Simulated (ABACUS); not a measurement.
Crystal: PbS (Galena).

```
CELL_PARAMETERS angstrom
0.00000 2.96575 2.96575
2.96575 0.00000 2.96575
2.96575 2.96575 0.00000
ATOMIC_POSITIONS crystal
Pb 0.00000 0.00000 0.00000
S 0.50000 0.50000 0.50000
```

| Quantity | Value |
| --- | --- |
| Program | ABACUS 3.10.1 |
| Task | single point |
| Functional | PBE |
| Potentials or basis | PseudoDojo NC SR 0.4.1 PBE standard |
| Cutoff | 1361 eV |
| Density cutoff | 5442 eV |
| Basis | DZP LCAO (the cutoffs set its grid) |
| k mesh | 8 × 8 × 8 |
| Occupations | fermi-dirac, width 0.05 eV |
| Spin | no spin polarisation |

On this cell: pressure 3.3 GPa; largest force zero by symmetry; band gap on the k mesh 0.58 eV, direct.

The same run follows on a disturbed copy (atoms moved at random, drawn with an rms of 0.05 Å):

```xyz
2
Lattice="0.0000 2.9657 2.9657 2.9657 0.0000 2.9657 2.9657 2.9657 0.0000" Properties=species:S:1:pos:R:3 pbc="T T T"
Pb    0.0344   -0.0409    0.0070
S     2.9727    2.9388    2.9633
```

What does the disturbed cell give?

The energy moves by +0.3 meV/atom; pressure 3.3 GPa; largest force 0.037 eV/Å; band gap on the k mesh 0.58 eV, direct.

Forces in eV/Å, atoms in the order of the input:
```
Pb  -0.032  0.016 -0.011
S    0.032 -0.016  0.011
```

Caveats: the atomic orbitals were generated for these runs and aren't a published set; spin-orbit coupling is left out, which as a rule narrows the gap of such compounds by several tenths of an eV; the basis of atomic orbitals isn't converged, which shifts pressures, moduli and gaps.

A k mesh can miss the band edges.
